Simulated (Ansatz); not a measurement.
Na:

```
CELL_PARAMETERS angstrom
3.76700 0.00000 0.00000
-1.88350 3.26232 0.00000
0.00000 0.00000 6.15400
ATOMIC_POSITIONS crystal
Na 0.66667 0.33333 0.75000
Na 0.33333 0.66667 0.25000
```

This isn't the form of Na at room conditions, which is bcc.

Program: Ansatz 0.2.0. Alike in all runs: task projected density of states; potentials or basis Ansatz PAW; no spin polarisation; cell as given; k mesh 5 × 5 × 3; smearing fermi-dirac 0.05 eV; the mesh is coarse, so values aren't converged. Hardware: 2 threads of AMD EPYC 9R45 96-Core Processor (Zen 5) (shared host).

Problem. Order these runs on this cell by their wall time, lowest first.
A. level LDA; cutoff (eV) 420
B. level HSE06; cutoff (eV) 420
C. level r2SCAN; cutoff (eV) 500

Solution. A (0.42 s), C (1.1 s), B (5.6 s).

Caveats: all runs use coarse meshes; the density of states is complete only up to the lowest level of the last band computed.
